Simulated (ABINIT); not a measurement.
# InP (F-43m) in ABINIT: settings compared, part 2 of 2

ABINIT 10.8.3 (patched build). The steps go on from the part before.

## 4. Single point, PBE

File run.abi:

```
pp_dirpath "./"
pseudos "In.GGA_PBE-JTH.xml, P.GGA_PBE-JTH.xml"

acell 7.83169184 7.83169184 7.83169184
rprim
     0.0000000000     0.7071067812     0.7071067812
     0.7071067812     0.0000000000     0.7071067812
     0.7071067812     0.7071067812     0.0000000000
ntypat 2
znucl 49 15
natom 2
typat 1 2
xcart
     0.0000000000     0.0000000000     0.0000000000
     4.3957500000     4.3957500000     4.3957500000 Angstrom

ecut 20.0
pawecutdg 40.0

kptopt 1
ngkpt 6 6 6
nshiftk 1
shiftk 0.0 0.0 0.0

ixc 11

nband 13
occopt 3
tsmear 0.05 eV

nstep 100
tolvrs 1.0e-9

iomode 3
prtwf 0
prtden 0
prteig 0
prtebands 0
```

Potentials or basis: JTH PAW PBE v2.0.

The run is started by

```sh
abinit run.abi > log 2>&1
```

run.abo:

```text
.Version 10.8.3 of ABINIT
 Symmetries : space group F-4 3 m (#216); Bravais cF (face-center cubic)
================================================================================
 Values of the parameters that define the memory need of the present run
     intxc =       0    ionmov =       0      iscf =      17    lmnmax =      18
     lnmax =       6     mgfft =      32  mpssoang =       3    mqgrid =    3001
     natom =       2  nloc_mem =       2    nspden =       1   nspinor =       1
    nsppol =       1      nsym =      24    n1xccc =       1    ntypat =       2
    occopt =       3   xclevel =       2
       mpw =        1464          nfft =       32768          nkpt =          16
 PAW method is used; the additional fine FFT grid is defined by:
   mgfftf=        48    nfftf =    110592
================================================================================
================================================================================

--------------------------------------------------------------------------------
------------- Echo of variables that govern the present computation ------------
--------------------------------------------------------------------------------
 -outvars: echo values of preprocessed input variables --------
            acell      7.8316918400E+00  7.8316918400E+00  7.8316918400E+00 Bohr
              amu      1.14820000E+02  3.09737620E+01
             ecut      2.00000000E+01 Hartree
              ixc          11
         kptrlatt        6    0    0      0    6    0      0    0    6
          kptrlen      4.69901510E+01
            natom           2
            nband          13
            ngfft          32      32      32
          ngfftdg          48      48      48
             nkpt          16
            nstep         100
             nsym          24
           ntypat           2
           occopt           3
        pawecutdg      4.00000000E+01 Hartree
         pawxcdev           0
           prtden           0
        prtebands           0
           prteig           0
            prtwf           0
            rprim      0.0000000000E+00  7.0710678120E-01  7.0710678120E-01
                       7.0710678120E-01  0.0000000000E+00  7.0710678120E-01
                       7.0710678120E-01  7.0710678120E-01  0.0000000000E+00
          spgroup         216
[... 155 lines left out ...]
              =  4.144352841731  4.144352841731  4.144352841731 angstroms
 Fermi (or HOMO) energy (hartree) =   0.18620   Average Vxc (hartree)=  -0.34132
 Eigenvalues (hartree) for nkpt=  16  k points:
 kpt#   1, nband= 13, wtk=  0.00463, kpt=  0.0000  0.0000  0.0000 (reduced coord)
  -0.34946   -0.34946   -0.34946   -0.34396   -0.34396   -0.25130    0.17241    0.17241
   0.17241    0.19794    0.32220    0.32220    0.32220
      occupation numbers for kpt#   1
   2.00000    2.00000    2.00000    2.00000    2.00000    2.00000    1.99890    1.99890
   1.99890    0.00335    0.00000    0.00000    0.00000
 prteigrs : prtvol=0 or 1, do not print more k-points.

--- !EnergyTerms
iteration_state     : {dtset: 1, }
comment             : Components of total free energy in Hartree
kinetic             :  1.64920994643187E+01
hartree             :  2.38236067786917E+01
xc                  : -9.82205757349785E+00
Ewald energy        : -4.48602020972326E+01
psp_core            :  1.38267200468690E+00
local_psp           : -6.47436040989363E+01
PAW spherical_terms :  1.30065423151981E+01
internal            : -6.47209432067712E+01
'-kT*entropy'       : -4.55282777472874E-07
total_energy        : -6.47209436620540E+01
total_energy_eV     : -1.76114659619253E+03
...

--- !EnergyTermsDC
iteration_state     : {dtset: 1, }
comment             : '"Double-counting" decomposition of free energy'
band_energy         : -3.44673094565581E+00
Ewald energy        : -4.48602020972326E+01
psp_core            :  1.38267200468690E+00
xc_dc               : -2.65066834125794E+01
PAW spherical_terms :  8.71000866273141E+00
internal            : -6.47209357880494E+01
'-kT*entropy'       : -4.55282777472874E-07
total_energy_dc     : -6.47209362433322E+01
total_energy_dc_eV  : -1.76114639431882E+03
...

--- !EnergyTermsWithPAWCore
iteration_state     : {dtset: 1, }
comment             : 'Components of total free energy, including PAW core contributions'
Total energy        : -6.22383678788453E+03
Total energy DC     : -6.22383678046580E+03
Total energy (eV)   : -1.69359226767072E+05
Total energy DC (eV): -1.69359226565198E+05
...

 Cartesian components of stress tensor (hartree/bohr^3)
  sigma(1 1)= -9.84745226E-05  sigma(3 2)=  0.00000000E+00
  sigma(2 2)= -9.84745226E-05  sigma(3 1)=  0.00000000E+00
  sigma(3 3)= -9.84745226E-05  sigma(2 1)=  0.00000000E+00

-Cartesian components of stress tensor (GPa)         [Pressure=  2.8972E+00 GPa]
- sigma(1 1)= -2.89722048E+00  sigma(3 2)=  0.00000000E+00
- sigma(2 2)= -2.89722048E+00  sigma(3 1)=  0.00000000E+00
- sigma(3 3)= -2.89722048E+00  sigma(2 1)=  0.00000000E+00

== END DATASET(S) ==============================================================
================================================================================

 -outvars: echo values of variables after computation  --------
            acell      7.8316918400E+00  7.8316918400E+00  7.8316918400E+00 Bohr
           etotal     -6.4720936243E+01
            fcart      7.2933961224E-29  1.2155660204E-28 -3.1604716530E-28
                      -7.2933961224E-29 -1.2155660204E-28  3.1604716530E-28
            rprim      0.0000000000E+00  7.0710678120E-01  7.0710678120E-01
                       7.0710678120E-01  0.0000000000E+00  7.0710678120E-01
                       7.0710678120E-01  7.0710678120E-01  0.0000000000E+00
           strten     -9.8474522565E-05 -9.8474522565E-05 -9.8474522565E-05
                       0.0000000000E+00  0.0000000000E+00  0.0000000000E+00
           xangst      0.0000000000E+00  0.0000000000E+00  0.0000000000E+00
                       4.3957499971E+00  4.3957499971E+00  4.3957499971E+00
             xred      0.0000000000E+00  0.0000000000E+00  0.0000000000E+00
                       7.5000000000E-01  7.5000000000E-01  7.5000000000E-01
 Calculation completed.
```

It took 11 s on 1 thread of Arm Neoverse V1, shared host; peak memory 0.12 GiB.

What came out:

* Free energy: -1761.1464 eV
* Band gap on the k mesh: 0.69 eV, direct
* Valence electrons inside the program's atomic spheres: In 11.25; P 1.59

Caveat: the cutoff is too short for stress, so the log's stress isn't used; spin-orbit coupling is left out, which moves the levels of the heavy elements.

## 5. Single point, PBE

File run.abi:

```
# Pseudopotentials
pp_dirpath "./"
pseudos "In.GGA_PBE-JTH.xml, P.GGA_PBE-JTH.xml"

# Structure
acell 3*1.0 Angstrom
rprim
     0.0000000000     2.9305000000     2.9305000000
     2.9305000000     0.0000000000     2.9305000000
     2.9305000000     2.9305000000     0.0000000000
ntypat 2
znucl 49 15
natom 2
typat 1 2
xcart
     0.0000000000     0.0000000000     0.0000000000
     8.3067636123     8.3067636123     8.3067636123

# Plane-wave basis
ecut 544.227725 eV
pawecutdg 40.0

# k points
kptopt 1
ngkpt 10 10 10
nshiftk 1
shiftk 0.0 0.0 0.0

# Exchange and correlation
ixc 11

# Bands and occupations
nband 13
occopt 3
tsmear 0.05 eV

# SCF cycle
nstep 100
tolvrs 1.0e-9

# Output
iomode 3
prtwf 0
prtden 0
prteig 0
prtebands 0
enunit 2
```

The run is started by

```sh
abinit run.abi > log 2>&1
```

Wall time 21 s (1 thread of Arm Neoverse V2, shared host); peak memory 0.13 GiB.

Results (log left out):

```yaml
Free_energy: -1761.1590 eV
Band_gap_on_the_k_mesh: 0.70 eV, direct
Valence_electrons_inside_the_program's_atomic_spheres: In 11.25; P 1.59
```

Levels at points of the mesh, in eV from the valence-band top:
```csv
k point,band 6,band 7,band 8,band 9,band 10,band 11,band 12,band 13
"(0.00, 0.00, 0.00)",-11.53,0.00,0.00,0.00,0.70,4.08,4.08,4.08
"(0.50, 0.00, 0.00)",-9.80,-5.74,-0.98,-0.98,1.49,4.81,4.81,7.10
"(0.50, 0.50, 0.00)",-9.15,-5.76,-2.33,-2.33,1.77,2.27,9.21,9.57
```

Caveat: the cutoff is too short for stress, so the log's stress isn't used; spin-orbit coupling is left out, which moves the levels of the heavy elements.

## 6. Single point, LDA

File run.abi:

```
# Pseudopotentials
pp_dirpath "./"
pseudos "In.LDA_PW-JTH.xml, P.LDA_PW-JTH.xml"

# Structure
acell 7.83169184 7.83169184 7.83169184
rprim
     0.0000000000     0.7071067812     0.7071067812
     0.7071067812     0.0000000000     0.7071067812
     0.7071067812     0.7071067812     0.0000000000
ntypat 2
znucl 49 15
natom 2
typat 1 2
xred
     0.0000000000     0.0000000000     0.0000000000
     0.7500000000     0.7500000000     0.7500000000

# Plane-wave basis
ecut 20.0
pawecutdg 40.0

# k points
kptopt 1
ngkpt 10 10 10
nshiftk 1
shiftk 0.0 0.0 0.0

# Exchange and correlation
ixc 7

# Bands and occupations
nband 13
occopt 3
tsmear 0.05 eV

# SCF cycle
nstep 100
tolvrs 1.0e-9

# Output
iomode 3
prtwf 0
prtden 0
prteig 0
prtebands 0
enunit 2
```

Potentials or basis: JTH PAW LDA v2.0.

The run is started by

```sh
abinit run.abi > log 2>&1
```

Run time: 19 s. Hardware: 1 thread of Arm Neoverse V2, shared host; peak memory 0.12 GiB.

It converged, with:

* Free energy: -1766.0479 eV
* Band gap on the k mesh: 0.46 eV, direct
* Valence electrons inside the program's atomic spheres: In 11.27; P 1.59

Levels at points of the mesh, in eV from the valence-band top:
```
           k point  band 5  band 6  band 7  band 8  band 9  band 10  band 11  band 12  band 13
(0.00, 0.00, 0.00)  -14.02  -11.57    0.00    0.00    0.00     0.46     3.95     3.95     3.95
(0.50, 0.00, 0.00)  -14.00   -9.81   -5.85   -1.00   -1.00     1.30     4.70     4.70     6.90
(0.50, 0.50, 0.00)  -13.98   -9.14   -5.89   -2.37   -2.37     1.60     2.11     8.98     9.40
```

Caveat: the cutoff is too short for stress, so the log's stress isn't used; spin-orbit coupling is left out, which moves the levels of the heavy elements.

## 7. The runs side by side

| level | potentials or basis | k mesh | cutoff (eV) | fine-grid cutoff | gap on the mesh (eV) |
| --- | --- | --- | --- | --- | --- |
| PBEsol | JTH PAW PBE v2.0 | 10 × 10 × 10 | 544 | 1088.46 eV | 0.60 |
| r2SCAN | JTH PAW PBE v2.0 | 10 × 10 × 10 | 653 | 1251.72 eV | 1.13 |
| PBE | JTH PAW PBE v2.0 | 6 × 6 × 6 | 544 | 1088.46 eV | 0.69 |
| PBE | JTH PAW PBE v2.0 | 10 × 10 × 10 | 544 | 1088.46 eV | 0.70 |
| LDA | JTH PAW LDA v2.0 | 10 × 10 × 10 | 544 | 1088.46 eV | 0.46 |

Alike in all rows: task single point; no spin polarisation; cell as given; smearing fermi-dirac 0.05 eV.

Caveats: spin-orbit coupling is left out, which moves the levels of the heavy elements; the PAW data sets were made with another functional, which shifts forces and pressure a little (some runs); totals of a meta-GGA on PAW files have another zero than those of a GGA (some runs).

Total energies depend on the potentials used, so only differences within one code and one set of settings carry meaning.

## 8. Comparison with measurements

Step 2. Against the measured gap of InP, 1.4236 eV (direct; 1.6 K; a printed reference work, data compilation), the calculated 0.60 eV is off by -0.82 eV. Spin-orbit coupling on In is left out. The value is that of PBEsol, without temperature or zero-point motion. Semilocal functionals fall short of measured gaps as a rule.

Step 3. Against the measured gap of InP, 1.4236 eV (direct; 1.6 K; a printed reference work, data compilation), the calculated 1.13 eV is off by -0.29 eV. Spin-orbit coupling on In is left out. The value is that of r2SCAN, without temperature or zero-point motion.

Step 4. A measured gap of InP is 1.4236 eV (direct; 1.6 K; a printed reference work, data compilation); the calculated 0.69 eV misses it by -0.73 eV. Spin-orbit coupling on In is left out. The value is that of PBE, without temperature or zero-point motion. Semilocal functionals fall short of measured gaps as a rule.

Step 5. Against the measured gap of InP, 1.4236 eV (direct; 1.6 K; a printed reference work, data compilation), the calculated 0.70 eV is off by -0.73 eV. Spin-orbit coupling on In is left out. The value is that of PBE, without temperature or zero-point motion. Semilocal functionals fall short of measured gaps as a rule.

Step 6. A measured gap of InP is 1.4236 eV (direct; 1.6 K; a printed reference work, data compilation); the calculated 0.46 eV misses it by -0.96 eV. Spin-orbit coupling on In is left out. The value is that of LDA, without temperature or zero-point motion. Semilocal functionals fall short of measured gaps as a rule.
